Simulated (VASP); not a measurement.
A convergence study with VASP on LaAlO3 (space group Pm-3m): one setting is varied, all else stays as given below, so the limit is that of these other settings. Each run relaxes cell and ions from the cell shown. The basis is that of the starting cell, so low cut-offs carry a Pulay error.

```yaml
crystal:
  lattice:
    - [3.82905, 0.00000, 0.00000]
    - [0.00000, 3.82905, 0.00000]
    - [0.00000, 0.00000, 3.82905]
  atoms:
    - { symbol: La, position: [0.00000, 0.00000, 0.00000] }
    - { symbol: Al, position: [0.50000, 0.50000, 0.50000] }
    - { symbol: O, position: [0.50000, 0.00000, 0.50000] }
    - { symbol: O, position: [0.00000, 0.50000, 0.50000] }
    - { symbol: O, position: [0.50000, 0.50000, 0.00000] }
```

These are PBE GGA, VASP's PBE PAW potentials (set 64) (plane waves; VASP 6.6.1) values and carry that method's errors. The tightest run used: 800 eV cut-off, 7×7×7 Γ-centred mesh, Fermi-Dirac smearing of 0.020 eV, potentials La Al O.

Gaps are read on the run's mesh, which can miss a band edge.

The settings run are ENCUT = 200; ENCUT = 240; ENCUT = 280; ENCUT = 340; ENCUT = 400; ENCUT = 480; ENCUT = 600; ENCUT = 800. From which on does the relaxed volume stay within 0.05 Å³/atom of the tightest run?

From ENCUT = 480 on: it is off by 0.012 there and by no more than 0.05 in any finer run, while ENCUT = 400 is off by 0.217.
```
setting      relaxed volume (Å³/atom)  E (eV/atom)  gap on the mesh (eV)  plane waves  difference judged (Å³/atom)
-----------  ------------------------  -----------  --------------------  -----------  ---------------------------
ENCUT = 200                     8.061     -10.3084                 3.626          371                        3.007
ENCUT = 240                     8.897      -9.1224                 3.678          486                        2.171
ENCUT = 280                     9.583      -8.4265                 3.809          619                        1.484
ENCUT = 340                    10.363      -8.0934                 3.676          812                        0.704
ENCUT = 400                    10.851      -8.0221                 3.619         1032                        0.217
ENCUT = 480                    11.056      -8.0015                 3.572         1357                        0.012
ENCUT = 600                    11.054      -8.0026                 3.574         1888                        0.013
ENCUT = 800                    11.067      -8.0058                 3.573         2905                        0.000
```

Left out are rungs that failed or repeat a setting and relaxations that didn't move; long series are thinned to 24 rows.

The structure is a typed LaAlO3 crystal (space group no. 221).
